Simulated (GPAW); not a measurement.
Crystal: Sn.

```xyz
2
Lattice="-2.9401 2.9401 1.5993 2.9401 -2.9401 1.5993 2.9401 2.9401 -1.5993" Properties=species:S:1:pos:R:3 pbc="T T T"
Sn    0.0000    0.0000    0.0000
Sn    0.0000    2.9401    0.7997
```

- Program: GPAW 26.7.0
- Task: relaxation of cell and atoms
- Functional: PBEsol
- Dispersion: D3(BJ)+ATM
- Potentials or basis: PAW data sets generated in the run's folder for this functional
- Cutoff: 600 eV
- Basis: pw
- k mesh: 7 × 7 × 7
- Occupations: fermi-dirac, width 0.05 eV
- Spin: no spin polarisation

At the start: pressure -4.0 GPa; volume 27.65 Å³/atom.

**Question.** How do energy, volume and symmetry change on relaxing?

**Answer.** Over 7 steps the energy falls by 27.0 meV/atom and the volume is 25.63 Å³/atom (-7.3 %); space group I4_1/amd (No. 141, to 0.05 Å).

The path:
```csv
step,energy change (eV),largest force (eV/Å),pressure (GPa),volume (Å³)
1,0.0000,0.0000,-3.96,55.30
2,-0.0182,0.0000,-3.30,54.50
3,-0.0533,0.0000,0.47,50.92
4,-0.0538,0.0000,-0.03,51.32
5,-0.0538,0.0000,0.00,51.29
6,-0.0540,0.0000,0.07,51.24
7,-0.0541,0.0000,0.05,51.26
```

Final structure:
```cif
data_structure
_symmetry_space_group_name_H-M 'P 1'
_symmetry_Int_Tables_number 1
_cell_length_a 4.3356
_cell_length_b 4.3356
_cell_length_c 4.3356
_cell_angle_alpha 97.523
_cell_angle_beta 97.523
_cell_angle_gamma 137.573
_cell_volume 51.26
loop_
_atom_site_label
_atom_site_type_symbol
_atom_site_fract_x
_atom_site_fract_y
_atom_site_fract_z
_atom_site_occupancy
Sn1 Sn 0.00000 0.00000 0.00000 1
Sn2 Sn 0.75000 0.25000 0.50000 1
```

Caveat: later steps reuse the first step's grids; pairwise dispersion overbinds metals, which lowers pressure and volume.
